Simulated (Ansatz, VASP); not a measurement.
# InP (InP(110)): VASP beside Ansatz, part 3 of 3

One calculation is typed for both programs; each brings its own data sets. How far apart do they land? Of the first pair: The structure shown is the end of the VASP relaxation below. Valence electrons are named where the data sets of a main pair hold unlike numbers.

VASP 6.6.1 and Ansatz 0.2.0.

So far: The structure; VASP: relaxation, PBE; Ansatz: single point, PBE; Comparison; Further runs; VASP: band structure, PBE.

## (7) Ansatz: band structure, PBE

Level of this step: Ansatz beside VASP: Kohn-Sham DFT, plane waves, PBE (Ansatz).

The same cell, functional, mesh and smearing now go to Ansatz, which takes its cutoff from its data sets.

input.yaml

```yaml
crystal:
  lattice:
    - [4.3266191128, 0.0, 0.0]
    - [0.0, 6.1187634285, 0.0]
    - [0.0, 0.0, 32.7561575404]
  atoms:
    - { symbol: In, position: [0.0, 0.0575462821, 0.2584051182] }
    - { symbol: In, position: [0.5, 0.4886926946, 0.3048025823] }
    - { symbol: In, position: [0.0, 0.9934687818, 0.3729498814] }
    - { symbol: In, position: [0.5, 0.4932698477, 0.435334663] }
    - { symbol: In, position: [0.0, 0.996913726, 0.5] }
    - { symbol: In, position: [0.5, 0.4932698477, 0.564665337] }
    - { symbol: In, position: [0.0, 0.9934687818, 0.6270501186] }
    - { symbol: In, position: [0.5, 0.4886926946, 0.6951974177] }
    - { symbol: In, position: [0.0, 0.0575462821, 0.7415948818] }
    - { symbol: P, position: [0.0, 0.7335564831, 0.3086709296] }
    - { symbol: P, position: [0.5, 0.2592744904, 0.2376046131] }
    - { symbol: P, position: [0.0, 0.738788871, 0.4363765769] }
    - { symbol: P, position: [0.5, 0.2408617564, 0.3709932062] }
    - { symbol: P, position: [0.0, 0.738788871, 0.5636234231] }
    - { symbol: P, position: [0.5, 0.2421678601, 0.5] }
    - { symbol: P, position: [0.0, 0.7335564831, 0.6913290704] }
    - { symbol: P, position: [0.5, 0.2408617564, 0.6290067938] }
    - { symbol: P, position: [0.5, 0.2592744904, 0.7623953869] }
hamiltonian:
  xc: pbe
  pseudopotentials: { kind: paw }
kpoints:
  mp_grid: { grid: [6, 4, 1] }
  band_path:
    path:
      - [0.0, 0.0, 0.0]
      - [0.07692, 0.0, 0.0]
      - [0.15385, 0.0, 0.0]
      - [0.26923, 0.0, 0.0]
      - [0.34615, 0.0, 0.0]
      - [0.42308, 0.0, 0.0]
      - [0.5, 0.0, 0.0]
      - [0.5, 0.07692, 0.0]
      - [0.5, 0.19231, 0.0]
      - [0.5, 0.26923, 0.0]
      - [0.5, 0.34615, 0.0]
      - [0.5, 0.46154, 0.0]
      - [0.5, 0.5, 0.0]
      - [0.42308, 0.5, 0.0]
      - [0.30769, 0.5, 0.0]
      - [0.23077, 0.5, 0.0]
      - [0.11538, 0.5, 0.0]
      - [0.03846, 0.5, 0.0]
      - [0.0, 0.5, 0.0]
      - [0.0, 0.38462, 0.0]
      - [0.0, 0.30769, 0.0]
      - [0.0, 0.23077, 0.0]
      - [0.0, 0.11538, 0.0]
      - [0.0, 0.03846, 0.0]
      - [0.03846, 0.03846, 0.0]
      - [0.11538, 0.11538, 0.0]
      - [0.19231, 0.19231, 0.0]
      - [0.30769, 0.30769, 0.0]
      - [0.38462, 0.38462, 0.0]
      - [0.5, 0.5, 0.0]
    npoints: 1
scf:
  occupations: { method: gaussian, width: 0.03 }
  n_extra_bands: 15
efield:
  axis: 3
  dipole_correction: true
  ramp_width: 0.04
output:
  forces: true
  eigenvalues: true
  write_density: true
  write_potential: true
  elf: true
  volumetric_format: npy
```

Launch:

```bash
$ ansatz run input.yaml --threads 8 --pin off --max-ram 18432MiB --backend cpu --events-out ev --progress --plain --runs-dir out
```

Numbers of over 12 decimals in the logs are rounded to 6 here.

The log of the run:

```text
[...]
Crystal: 18 atoms, lattice volume = 867.172 Å³
Basis set: ecut = 420 eV, 17003 PW (Γ), exchange–correlation on 60×90×450 points (8 copies of the dense FFT grid, shifted against one another)
Bands: 96, of which v1, the nominal top of the filled ones, is band 81 counted from 1 (80 counted from 0)
Symmetry: 2 space group operations
[...]
k-point 0: bands = [... 77 lower, 0.9771, 1.0026, 1.0553, 1.0693, 1.7861, 2.4066, 2.8557, 3.0036, ... 11 higher]
  k-point 1: bands = [... 77 lower, 0.6519, 0.6563, 0.8314, 0.8860, 2.5712, 2.6158, 2.7696, 2.7940, ... 11 higher]
  k-point 2: bands = [... 77 lower, 0.2699, 0.3080, 0.5682, 0.5686, 2.3830, 2.4290, 2.7109, 2.7549, ... 11 higher]
  k-point 11: bands = [... 77 lower, 0.1798, 0.2747, 0.5421, 0.6988, 2.4763, 2.8995, 2.9208, 3.6805, ... 11 higher]
[key lines of the parts left out:]
SCF converged after 10 iterations
Free energy (F): -57183.911560 eV
Fermi energy:    1.427674 eV
Dipole field:    D = -0.000143 V/Å  (p = -0.000687 e·Å, saw-weighted, corrected)
Work function:   Φ+ = 4.9424 eV   Φ− = 4.9378 eV
```

Elapsed: 85 s, on 8 threads of Arm Neoverse N1, shared host; peak memory 4.7 GiB; 11 min of CPU time.

## (8) Differences

What differs besides the data sets and the points named for the pairs above, as far as they apply: the data sets hold 162 valence electrons in Ansatz (on its default PAW (the set named soft_2) files) and 72 in VASP. Total energies have different zeros and are not compared.

The two programs side by side:

```
                     quantity  Ansatz   VASP  difference
gap over the path points (eV)   0.717  0.750      -0.033
```

Levels at points of the path, from each program's valence-band top (eV; 4 filled, then empty):

```
k (reciprocal lattice)                                  Ansatz                                    VASP
     0.000 0.000 0.000   -0.09 -0.07 -0.01 0.00 0.72 1.34 1.79   -0.09 -0.07 -0.01 0.00 0.75 1.37 1.82
     0.077 0.000 0.000  -0.34 -0.27 -0.10 -0.02 1.11 1.60 2.02  -0.34 -0.27 -0.10 -0.01 1.14 1.63 2.05
     0.154 0.000 0.000  -0.56 -0.49 -0.28 -0.07 1.66 2.04 2.34  -0.56 -0.49 -0.27 -0.06 1.69 2.07 2.36
     0.269 0.000 0.000  -1.00 -0.74 -0.48 -0.20 2.03 2.16 2.32  -1.00 -0.73 -0.47 -0.19 2.05 2.18 2.35
     0.346 0.000 0.000  -1.15 -0.84 -0.55 -0.31 1.75 1.81 2.35  -1.14 -0.83 -0.54 -0.30 1.77 1.83 2.38
     0.423 0.000 0.000  -1.17 -0.87 -0.59 -0.42 1.53 1.56 2.28  -1.16 -0.86 -0.58 -0.40 1.55 1.58 2.31
     0.500 0.000 0.000  -1.14 -0.88 -0.60 -0.47 1.42 1.49 2.23  -1.13 -0.87 -0.59 -0.45 1.44 1.51 2.26
     0.500 0.077 0.000  -1.12 -0.88 -0.60 -0.46 1.47 1.51 2.29  -1.10 -0.87 -0.58 -0.45 1.49 1.54 2.32
     0.500 0.192 0.000  -1.02 -0.88 -0.57 -0.44 1.63 1.69 2.41  -1.01 -0.88 -0.55 -0.42 1.66 1.71 2.44
     0.500 0.269 0.000  -0.94 -0.90 -0.55 -0.42 1.72 1.81 2.38  -0.93 -0.89 -0.53 -0.40 1.75 1.84 2.41
```

At this near-relaxed geometry the largest component of a force difference is 134 meV/Å. Among the levels compared at these points, filled levels agree within 18 meV and empty ones within 37 meV. With vacuum in the cell, a pressure given here is an average over mostly empty space and none of the material.

## (9) What the set-up changes

Further runs change the set-up of one program: Ansatz's method, potentials or start, or VASP's data sets, cutoff or form of LDA. The table gives Ansatz less VASP for each quantity, since a change that brings one quantity closer may part another.

```
                                       run  r.m.s. force difference (meV/Å)  gap over the path points (eV)
                                  as above                               30                         -0.033
   Ansatz's larger PAW set (cutoff 620 eV)                               30                         -0.033
norm-conserving potentials (cutoff 952 eV)                               28                         -0.037
```

## (10) What came out

```yaml
r_m_s_force_difference_single_point_pbe: 31 meV/Å
r_m_s_force_difference_band_structure_pbe: 30 meV/Å
```

What this shows: The r.m.s. force difference is 31 meV/Å (single point, PBE), beyond the 12 meV/Å picked in this series as the mark of a large difference. The data sets hold unlike numbers of valence electrons (162 in Ansatz and 72 in VASP), so part of the differences comes from the potentials. For single point, PBE, no further run moves any of the tabulated differences by more than a quarter of its size. For band structure, PBE, no further run moves any of the tabulated differences by more than a quarter of its size. How closely two codes agree says nothing of how well the functional describes the real material.

[Lines on the potential files, build, host, timing and source positions are cut from VASP's logs without a mark.]

[Logs are printed without paths, hosts, clocks, repeated set-up lines and the standing remarks that a program may print on its own settings, such as how far it seeks lower states.]

[Hosts, paths, dates, database ids (printed as entryN), source tags and the programs' standing remarks are cut or masked in the printed files.]
